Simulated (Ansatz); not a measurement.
**What strain does to RbBr (rocksalt)**

RbBr (rocksalt), relaxed with r2SCAN in the PAW code Ansatz. The symmetry is Fm-3m (No. 225, cubic); conventional cell a = 6.922 Å, 41.45 Å³ an atom. Around Rb lie 6 Br at 3.46 Å; around Br lie 6 Rb at 3.46 Å.

The axes x, y and z are those of this cell:
```yaml
crystal:
  lattice:
    - [0.00000, 3.46083, 3.46083]
    - [3.46083, 0.00000, 3.46083]
    - [3.46083, 3.46083, 0.00000]
  atoms:
    - { symbol: Rb, position: [0.00000, 0.00000, 0.00000] }
    - { symbol: Br, position: [0.50000, 0.50000, 0.50000] }
```

Unstrained: The PBE gap is direct at Γ: 4.291 eV. With r2SCAN the gap is 4.893 eV and direct, at Γ. HSE06 gives a direct gap of 5.443 eV at Γ. Meshes: PBE 6×6×6, r2SCAN 6×6×6, HSE06 4×4×4. Strains are changes of length per length. After each strain the atoms were relaxed again with r2SCAN within the symmetry that the strain leaves, so tilts or polar shifts that break it weren't tested; points keep the names that they have in the unstrained zone. The values are computed, spin-unpolarised, and not measurements.

Changes of the least gap in eV (an overlap counts as a negative gap):
```
                                                       strain  volume change (%)  space group     PBE  r2SCAN   HSE06  energy rise, r2SCAN (meV/atom)
                                     uniaxial -1.39 % along x               -1.4       I4/mmm  +0.024  +0.024  +0.028                             1.0
epitaxial -3.61 % in the xy plane, free normal strain +0.86 %               -6.3       I4/mmm  +0.138  +0.142  +0.153                            15.5
```

Uniaxial -1.39 % along x, other directions held. HSE06: the gap goes from 5.443 to 5.471 eV (+0.028 eV); with r2SCAN the top three valence levels at Γ, degenerate before, become 1+2 from the top over 17 meV. Stress change with r2SCAN, compression positive: xx +0.53, yy +0.06, zz +0.06 GPa.

Epitaxial -3.61 % in the xy plane, free normal strain +0.86 %. HSE06: the gap goes from 5.443 to 5.596 eV (+0.153 eV); with r2SCAN the top three valence levels at Γ, degenerate before, become 2+1 from the top over 63 meV. Stress change with r2SCAN, compression positive: xx +1.80, yy +1.80, zz -0.01 GPa.

Spin-orbit coupling is left out.

The meshes of the hybrids are coarse, so their gaps aren't converged to the digits shown.

The splittings at Γ are without spin-orbit coupling, which regroups them where it is of like size or larger.
